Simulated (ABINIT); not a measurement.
Here is an ABINIT 10.8.3 (patched build) calculation.

Contents of run.abi:

```
ndtset 7
getwfk -1
scalecart1 3*0.9795861087
scalecart2 3*0.9864848297
scalecart3 3*0.9932883884
scalecart4 3*1.0000000000
scalecart5 3*1.0066227096
scalecart6 3*1.0131594038
scalecart7 3*1.0196128224

pp_dirpath "./"
pseudos "Cs.hgh, I.hgh"

acell 8.6298122933 8.6298122933 8.6298122933
rprim
     1.0000000000     0.0000000000     0.0000000000
     0.0000000000     1.0000000000     0.0000000000
     0.0000000000     0.0000000000     1.0000000000
ntypat 2
znucl 55 53
natom 2
typat 1 2
xred
     0.0000000000     0.0000000000     0.0000000000
     0.5000000000     0.5000000000     0.5000000000

ecut 16.0

kptopt 1
ngkpt 6 6 6
nshiftk 1
shiftk 0.0 0.0 0.0

ixc 7

nband 8
occopt 3
tsmear 0.00183747

nstep 100
tolvrs 1.0e-10

iomode 3
prtwf 1
prtden 0
prteig 0
prtebands 0
enunit 2
```

Potentials or basis: HGH LDA.

Launch:

```bash
$ abinit run.abi > log 2>&1
```

**Question.** What does it give for the equilibrium volume?

**Answer.** Outside the volumes run.

Energy against volume, from the lowest point:
```csv
volume (Å³/atom),energy (meV/atom)
44.762,0.00
45.714,15.23
46.666,30.34
47.619,45.50
48.571,60.52
49.523,75.53
50.476,90.48
```

Caveat: the cutoff is too short for stress, so the log's stress isn't used; HGH potentials are hard and often keep d shells in the core, so these values are rough. Spin-orbit coupling is left out, which matters for the levels of Cs, I.
